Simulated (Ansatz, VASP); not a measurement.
## AgCl: VASP beside Ansatz

```xyz
2
Lattice="0.0000 2.7732 2.7732 2.7732 0.0000 2.7732 2.7732 2.7732 0.0000" Properties=species:S:1:pos:R:3 pbc="T T T"
Ag    0.0000    0.0000    0.0000
Cl    2.7732    2.7732    2.7732
```

The cell was built by a generator and needn't be a form met in nature.

Alike in both runs: task single point; functional r2SCAN; k mesh 6 × 6 × 6; no spin polarisation.

|  | VASP | Ansatz |
| --- | --- | --- |
| version | VASP 6.6.1 | Ansatz 0.2.0 |
| potentials or method | VASP PAW PBE potentials, release 64 (Ag, Cl) | plane waves, PAW |
| plane-wave cutoff (eV) | 520 | 500 |
| occupations | gaussian, width 0.01 eV | fixed |
| valence electrons in the cell | 18 | 26 |

VASP gave:

| Property | Result |
| --- | --- |
| gap on the k mesh at the Fermi level (eV) | 1.42 |
| pressure (GPa) | -0.1 |

Task: What did Ansatz give for the same quantities?

Result: gap on the k mesh at the Fermi level (eV): 1.48; pressure (GPa): 0.0.

The two sets of potentials don't hold the same shells in valence.

Caveats: the PAW data sets were made with another functional, which shifts forces and pressure a little (VASP). A k mesh can miss the band edges. r2SCAN opens gaps a little over a GGA but as a rule still falls short of measured ones.
